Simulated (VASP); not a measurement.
Input of a VASP 6.6.1 run:

Contents of POSCAR:

```
BAs
1.0
    0.0000000000      2.3885000000      2.3885000000
    2.3885000000      0.0000000000      2.3885000000
    2.3885000000      2.3885000000      0.0000000000
As B
1 1
Direct
    0.7500000000      0.7500000000      0.7500000000
    0.0000000000      0.0000000000      0.0000000000
```

INCAR.step1

```
SYSTEM = BAs
PREC = Accurate ; ENCUT = 520
EDIFF = 1E-5 ; ISMEAR = -1
SIGMA = 0.05 ; LREAL = .FALSE.
LASPH = .TRUE. ; NELM = 60
ALGO = Normal ; ISIF = 2
LWAVE = .TRUE. ; LCHARG = .FALSE.
NBANDS = 11 ; GGA = PE
```

The input INCAR.step2:

```
SYSTEM = BAs
PREC = Accurate ; ENCUT = 520
EDIFF = 1E-7 ; ISMEAR = -1
SIGMA = 0.05 ; LREAL = .FALSE.
LASPH = .TRUE. ; NELM = 60
ALGO = Normal ; ISIF = 2
LWAVE = .FALSE. ; LCHARG = .FALSE.
GGA = PE ; LHFCALC = .TRUE.
HFSCREEN = 0.3 ; AEXX = 0.25
PRECFOCK = Fast ; NBANDS = 11
ISTART = 1
```

The input KPOINTS:

```
regular mesh
0
G
  5 5 5
  0 0 0
```

Potentials or basis: VASP PAW PBE potentials, release 64 (As, B).

Launch:

```console
$ cat potpaw_PBE.64/As/POTCAR potpaw_PBE.64/B/POTCAR > POTCAR
$ cp INCAR.step1 INCAR
$ mpirun -np 1 vasp_std > vasp.out
$ cp INCAR.step2 INCAR
$ mpirun -np 1 vasp_std > vasp.out
```

(1) Estimate the pressure.

(2) What does it give for the band gap on the k mesh?

Answers

(1) -0.1 GPa.

(2) 1.67 eV, indirect (least direct gap 3.94 eV).

Caveat: the k mesh is coarse (spacing up to 0.46 Å⁻¹), so the values aren't converged, least of all with exact exchange; the PAW data sets were made with another functional, which shifts forces and pressure a little; an odd mesh through Γ misses points on the zone boundary, where band edges often lie.
